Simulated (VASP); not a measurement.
Write the native input for VASP 6.6.1 that does the following.

- Task: relaxation of the atoms
- Functional: PBEsol
- Potentials or basis: VASP PAW PBE potentials, release 64 (Ca_sv, F)
- Cutoff: 520 eV
- k mesh: 8 × 8 × 1
- Occupations: fermi-dirac, width 0.05 eV
- Spin: no spin polarisation
- Dipole correction: yes
- Atoms held fixed (from 0): [0]
- Further INCAR settings: ALGO = Normal; EDIFF = 1e-06; IBRION = 2; EDIFFG = -0.005; NSW = 60

The structure of CaF lies in POSCAR:

```
CaF
1.0
    3.7249700000      0.0000000000      0.0000000000
   -1.8624800000      3.2259200000      0.0000000000
    0.0000000000      0.0000000000     25.5276600000
Ca F
1 1
Selective dynamics
Direct
    0.6666700000      0.3333300000      0.3107600000  F F F
    0.0000000000      0.0000000000      0.2768400000  T T T
```

The cell was built by a generator and needn't be a form met in nature.

One way to write it, as run:

INCAR

```
SYSTEM = CaF
ALGO = Normal
DIPOL = 0.5 0.5 0.294
EDIFF = 1E-6
EDIFFG = -0.005
ENCUT = 520
GGA = PS
IBRION = 2
IDIPOL = 3
ISIF = 2
ISMEAR = -1
LASPH = .TRUE.
LCHARG = .FALSE.
LDIPOL = .TRUE.
LREAL = .FALSE.
LWAVE = .FALSE.
NELM = 80
NSW = 60
PREC = Accurate
SIGMA = 0.05
```

KPOINTS

```
k-points
0
G
  8 8 1
  0 0 0
```

Potentials or basis: VASP PAW PBE potentials, release 64 (Ca_sv, F).

Run with:

```bash
$ cat potpaw_PBE.64/Ca_sv/POTCAR potpaw_PBE.64/F/POTCAR > POTCAR
$ mpirun -np 1 vasp_std > vasp.out
```

It gave:

The energy gained by relaxing is 1.1 meV/atom. The ionic steps are 5 and the band gap on the k mesh is none (metal or under the smearing width).

Caveat: an odd number of electrons without spin polarisation forces a metal; a magnetic or distorted state may lie lower.

It took 4.3 min on 1 thread of Intel(R) Xeon(R) Platinum 8488C (Sapphire Rapids) (shared host), peak memory 0.46 GiB.
